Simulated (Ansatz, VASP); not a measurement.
Two plane-wave programs on CaF7

```
CELL_PARAMETERS angstrom
-2.99706 2.99706 2.99706
2.99706 -2.99706 2.99706
2.99706 2.99706 -2.99706
ATOMIC_POSITIONS crystal
Ca 0.00000 0.00000 0.00000
F 0.00000 0.50000 0.50000
F 0.50000 0.50000 0.00000
F 0.50000 0.00000 0.50000
F 0.00000 0.00000 0.50000
F 0.00000 0.50000 0.00000
F 0.50000 0.00000 0.00000
F 0.50000 0.50000 0.50000
```

Change from the starting cell: species swapped into the Fe7Co type (Im-3m, No. 229).

Alike in both runs: task single point; functional PBE; k mesh 4 × 4 × 4; occupations gaussian, width 0.1 eV; no spin polarisation.

```csv
,VASP,Ansatz
version,VASP 6.6.1,Ansatz 0.2.0
potentials or method,"VASP PAW PBE potentials, release 64 (Ca_sv, F)","scalar-relativistic, plane waves, PAW"
plane-wave cutoff (eV),520,420
valence electrons in the cell,59,59
```

VASP gave:

* gap on the k mesh at the Fermi level (eV): none
* pressure (GPa): -7.3

What did Ansatz give for the same quantities?

gap on the k mesh at the Fermi level (eV): none; pressure (GPa): -6.9.

A gap of «none» marks a metal or a gap that the smearing closes. The functional is the same, so the differences come from potentials, cutoffs and numerics.

Caveats: the k mesh is coarse (spacing up to 0.37 Å⁻¹), so the values aren't converged; an odd number of electrons without spin polarisation forces a metal; a magnetic or distorted state may lie lower.
